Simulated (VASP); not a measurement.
**SnS2 (Berndtite-2T): relaxation of cell and atoms with LDA**

The system is SnS2 (Berndtite-2T).

```
Sn S
1.0
     3.63168    0.00000    0.00000
    -1.81584    3.14512    0.00000
     0.00000    0.00000    5.70294
Sn S
1 2
Direct
  0.00000 0.00000 0.00000
  0.33333 0.66667 0.25731
  0.66667 0.33333 0.74269
```

| Quantity | Value |
| --- | --- |
| Program | VASP 6.6.1 |
| Task | relaxation of cell and atoms |
| Functional | LDA |
| Potentials or basis | VASP PAW LDA potentials, release 64 (Sn_d, S) |
| Cutoff | 600 eV |
| k mesh | 9 × 9 × 5 |
| Occupations | gaussian, width 0.03 eV |
| Spin | no spin polarisation |
| Further INCAR settings | ALGO = Normal; EDIFF = 1e-07; IBRION = 2; EDIFFG = -0.005; NSW = 90; ISIF = 3 |

```json
{
 "Pressure after relaxing": "0.0 GPa",
 "Largest force after relaxing": "0.005 eV/Å",
 "Band gap on the k mesh": "1.13 eV, indirect (least direct gap 1.63 eV)"
}
```

Forces on the atoms (eV/Å):
```
Sn   0.000  0.000  0.000
S    0.000  0.000 -0.005
S    0.000  0.000  0.005
```

Final structure:
```cif
data_structure
_symmetry_space_group_name_H-M 'P 1'
_symmetry_Int_Tables_number 1
_cell_length_a 3.6317
_cell_length_b 3.6317
_cell_length_c 5.7029
_cell_angle_alpha 90.000
_cell_angle_beta 90.000
_cell_angle_gamma 120.000
_cell_volume 65.14
loop_
_atom_site_label
_atom_site_type_symbol
_atom_site_fract_x
_atom_site_fract_y
_atom_site_fract_z
_atom_site_occupancy
Sn1 Sn 0.00000 0.00000 0.00000 1
S1 S 0.33333 0.66667 0.25731 1
S2 S 0.66667 0.33333 0.74269 1
```

Levels at points of the mesh, in eV from the valence-band top:
```tsv
k point	band 9	band 10	band 11	band 12	band 13	band 14	band 15	band 16	band 17
(0.00, 0.00, 0.00)	-0.83	-0.83	-0.57	-0.57	0.00	1.63	3.29	5.18	5.18
```

It took 13 s on 2 MPI ranks on Intel(R) Xeon(R) 6975P-C (Granite Rapids), on a shared host, peak memory 0.2 GiB a rank.

Caveat: the relaxation stopped at its first step, so nothing moved; spin-orbit coupling is left out, which moves the levels of the heavy elements; an odd mesh through Γ misses points on the zone boundary, where band edges often lie.
